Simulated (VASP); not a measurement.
Output of a VASP run:

OSZICAR:
```
...
DAV:  11    -0.216387628004E+02    0.22236E-04   -0.12753E-04  1612   0.622E-02    0.212E-02
DAV:  12    -0.216387651181E+02   -0.23177E-05   -0.27202E-05  1628   0.274E-02    0.173E-02
DAV:  13    -0.216387655210E+02   -0.40295E-06   -0.17975E-06   760   0.804E-03
   1 F= -.21638766E+02 E0= -.21638759E+02  d E =-.216388E+02
       N       E                     dE             d eps       ncg     rms          rms(c)
DAV:   1    -0.216406537370E+02   -0.18886E-02   -0.45069E-02  1186   0.106E+00    0.117E-01
DAV:   2    -0.216404441617E+02    0.20958E-03   -0.18027E-03  1470   0.227E-01    0.665E-02
DAV:   3    -0.216403616910E+02    0.82471E-04   -0.16213E-04  1430   0.681E-02    0.302E-02
DAV:   4    -0.216403342425E+02    0.27449E-04   -0.54712E-05  1476   0.357E-02    0.203E-02
DAV:   5    -0.216403317598E+02    0.24827E-05   -0.71391E-06  1410   0.144E-02    0.158E-02
DAV:   6    -0.216403316186E+02    0.14118E-06   -0.11996E-06   692   0.595E-03
   2 F= -.21640332E+02 E0= -.21640322E+02  d E =-.156610E-02
       N       E                     dE             d eps       ncg     rms          rms(c)
DAV:   1    -0.216414282439E+02   -0.10965E-02   -0.63877E-02  1160   0.127E+00    0.139E-01
DAV:   2    -0.216411289951E+02    0.29925E-03   -0.25788E-03  1468   0.272E-01    0.769E-02
DAV:   3    -0.216410107223E+02    0.11827E-03   -0.23215E-04  1426   0.812E-02    0.366E-02
DAV:   4    -0.216409718658E+02    0.38856E-04   -0.76557E-05  1490   0.423E-02    0.251E-02
DAV:   5    -0.216409685323E+02    0.33335E-05   -0.97165E-06  1480   0.168E-02    0.194E-02
DAV:   6    -0.216409683091E+02    0.22322E-06   -0.16000E-06   702   0.687E-03
   3 F= -.21640968E+02 E0= -.21640953E+02  d E =-.220279E-02
       N       E                     dE             d eps       ncg     rms          rms(c)
DAV:   1    -0.216413982134E+02   -0.42968E-03   -0.11390E-02  1230   0.536E-01    0.120E-01
DAV:   2    -0.216412147832E+02    0.18343E-03   -0.73010E-04  1440   0.137E-01    0.606E-02
DAV:   3    -0.216411672399E+02    0.47543E-04   -0.10012E-04  1290   0.542E-02    0.310E-02
DAV:   4    -0.216411416482E+02    0.25592E-04   -0.38020E-05  1426   0.275E-02    0.214E-02
DAV:   5    -0.216411363928E+02    0.52554E-05   -0.70690E-06  1324   0.139E-02    0.176E-02
DAV:   6    -0.216411358703E+02    0.52242E-06   -0.10488E-06   674   0.561E-03
   4 F= -.21641136E+02 E0= -.21641121E+02  d E =-.167561E-03
       N       E                     dE             d eps       ncg     rms          rms(c)
DAV:   1    -0.216411356283E+02    0.76450E-06   -0.18538E-05  1222   0.223E-02    0.738E-03
DAV:   2    -0.216411352792E+02    0.34903E-06   -0.10357E-06   682   0.539E-03
   5 F= -.21641135E+02 E0= -.21641120E+02  d E =-.166970E-03
       N       E                     dE             d eps       ncg     rms          rms(c)
DAV:   1    -0.216412973052E+02   -0.16168E-03   -0.61935E-03  1162   0.440E-01    0.445E-02
DAV:   2    -0.216413067503E+02   -0.94451E-05   -0.48094E-04  1496   0.109E-01    0.297E-02
DAV:   3    -0.216413026814E+02    0.40689E-05   -0.36637E-05  1294   0.341E-02    0.269E-02
DAV:   4    -0.216413007844E+02    0.18970E-05   -0.33368E-06  1182   0.988E-03    0.165E-02
DAV:   5    -0.216412984185E+02    0.23658E-05   -0.41809E-06  1222   0.915E-03    0.347E-03
DAV:   6    -0.216412983678E+02    0.50761E-07   -0.24099E-07   634   0.266E-03
   6 F= -.21641298E+02 E0= -.21641283E+02  d E =-.163089E-03
```

### OUTCAR
```
------------------------ aborting loop because EDIFF is reached ----------------------------------------
  FORCE on cell =-STRESS in cart. coord.  units (eV):
  Direction    XX          YY          ZZ          XY          YZ          ZX
  --------------------------------------------------------------------------------------
  Total       -0.0010899      0.0424543      0.0418155      0.0000000      0.0000000     -0.0052740
  in kB       -0.0113270      0.4412136      0.4345749      0.0000000      0.0000000     -0.0548109
  external PRESSURE =       0.2881538 kB  Pullay stress =       0.0000000 kB
  volume of cell :      154.16
      direct lattice vectors                 reciprocal lattice vectors
     9.941705088 -2.123876617 -0.031058109     0.049884342 -0.235418572 -0.130870389
     9.941705088  2.123876617 -0.031058109     0.049884342  0.235418572 -0.130870389
     9.499384334  0.000000000  3.620914829     0.000855758 -0.000000000  0.273928240
 POSITION                                       TOTAL-FORCE (eV/Angst)
 -----------------------------------------------------------------------------------
     11.71952      0.00000      1.41945         0.008292      0.000000      0.001004
     17.66327      0.00000      2.13935        -0.008292     -0.000000     -0.001004
      9.49938      0.00000      3.62091        -0.000000     -0.000000      0.000000
      6.17755      0.00000      0.74822        -0.017659     -0.000000     -0.002139
     23.20525      0.00000      2.81058         0.017659      0.000000      0.002139
 -----------------------------------------------------------------------------------
    total drift:                                0.000000      0.000000     -0.000000
  FREE ENERGIE OF THE ION-ELECTRON SYSTEM (eV)
  ---------------------------------------------------
  free  energy   TOTEN  =       -21.6412983678 eV

  energy  without entropy=      -21.6412685933  energy(sigma->0) =      -21.64128348

 reached required accuracy - stopping structural energy minimisation
```
(Selected blocks of OUTCAR.)

File POSCAR:
```
Sb2Te3
1
    9.8909939115    -2.1340135769    -0.0430955076
    9.8909939115     2.1340135769    -0.0430955076
    9.4465620209     0.0000000000     3.6263077726
Sb Te
2 3
Direct
  0.3988052699   0.3988052699   0.3988052699
  0.6011947301   0.6011947301   0.6011947301
  0.0000000000   0.0000000000   0.0000000000
  0.2106518914   0.2106518914   0.2106518914
  0.7893481086   0.7893481086   0.7893481086
```

Problem. Write an INCAR and KPOINTS that could have produced this output.

Solution. Several could match; the one computed here: the input of the run itself, LDA (Ceperley-Alder, Perdew-Zunger), plane waves, VASP's LDA PAW potentials (set 64).

### INCAR
```
# general
SYSTEM  = Sb2Te3
PREC    = Accurate
ENCUT   = 520
LREAL   = .FALSE.
LASPH   = .TRUE.

# electronic loop
EDIFF   = 1E-6
NELM    = 100
ALGO    = Normal
LMAXMIX = 4

# smearing
ISMEAR  = 0
SIGMA   = 0.05

# ions
IBRION  = 2
NSW     = 60
ISIF    = 3
EDIFFG  = -0.02

# output
LWAVE   = .FALSE.
LCHARG  = .FALSE.
```

File KPOINTS:
```
Automatic mesh
0
Gamma
6 6 6
0 0 0
```

POTCAR, in this order: Sb Te (LDA.64 set). Program: vasp_std.

The compound is Sb2Te3 in the tetradymite structure. This run relaxes it. Symmetry was kept, so distortions that lower it aren't found. The start is the result of an earlier pass.
